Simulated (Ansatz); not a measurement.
**Li under changes of volume**

One of the cells (21.609 Å³/atom); the others are scaled copies at fixed shape and fractional positions:

```xyz
1
Lattice="-1.7547 1.7547 1.7547 1.7547 -1.7547 1.7547 1.7547 1.7547 -1.7547" Properties=species:S:1:pos:R:3 pbc="T T T"
Li    0.0000    0.0000    0.0000
```

| Property | Result |
| --- | --- |
| Program | Ansatz 0.2.0 |
| Functional | revPBE |
| Dispersion | D3(BJ) |
| Potentials or basis | Ansatz PAW |
| Cutoff | 420 eV (not typed: the program's choice for these potentials) |
| k mesh | 11 × 11 × 11 |
| Occupations | fermi-dirac, width 0.05 eV |
| Spin | no spin polarisation |

```csv
volume (Å³/atom),energy over the lowest point (meV/atom),pressure (GPa)
20.312,0.00,-2.0
20.744,5.53,-2.1
21.177,11.56,-2.3
21.609,18.02,-2.5
22.041,24.89,-2.6
22.473,32.12,-2.7
22.905,?,?
```

Question: What does the run at 22.905 Å³/atom give?

Answer: Energy over the lowest point 39.69 meV/atom; pressure -2.9 GPa.

Worked out: A Birch-Murnaghan fit of order 3 (a polynomial in V^(-2/3)) to the other rows has no minimum within the range. It gives 39.69 meV/atom at 22.905 Å³/atom, against the run's 39.69, and -dE/dV = -2.9 GPa, against -2.9.

Energies are extrapolated to zero smearing.

Caveats: the potentials were made for another functional, which shifts forces and pressure; pairwise dispersion overbinds metals, which lowers pressure and volume.
